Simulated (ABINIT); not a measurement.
Here is an ABINIT 10.8.3 (patched build) calculation.

File run.abi:

```
# Pseudopotentials
pp_dirpath "./"
pseudos "Ti.upf, Si.upf"

# Structure
acell 2.7897730971 2.7897730971 3.803934 Angstrom
rprim
     0.6510128017    -0.7590667507     0.0000000000
     0.6510128017     0.7590667507     0.0000000000
     0.0000000000     0.0000000000     1.0000000000
ntypat 2
znucl 22 14
natom 2
typat 1 2
xred
     0.5000000000     0.5000000000     0.0000000000
     0.0000000000     0.0000000000     0.5000000000
chkprim 0
chksymtnons 0
tolsym 1.0e-6

# Plane-wave basis
ecut 42.0

# k points
kptopt 1
ngkpt 10 10 7
nshiftk 1
shiftk 0.0 0.0 0.0

# Exchange and correlation
ixc -116133

# Bands and occupations
nband 12
occopt 3
tsmear 0.05 eV

# SCF cycle
nstep 100
tolvrs 1.0e-10

# Output
iomode 3
prtwf 0
prtden 0
prteig 0
prtebands 0
enunit 2
```

Potentials or basis: PseudoDojo NC SR PBEsol v0.4.1 standard.

Launch:

```bash
$ abinit run.abi > log 2>&1
```

Question: Estimate the band gap on the k mesh.

Answer: None (metal or under the smearing width).

Question: What does it give for the pressure?

Answer: -4.4 GPa.

Stress tensor (GPa, compression positive):
```
-4.77  0.00  0.00
 0.00 -4.38  0.00
 0.00  0.00 -3.90
```
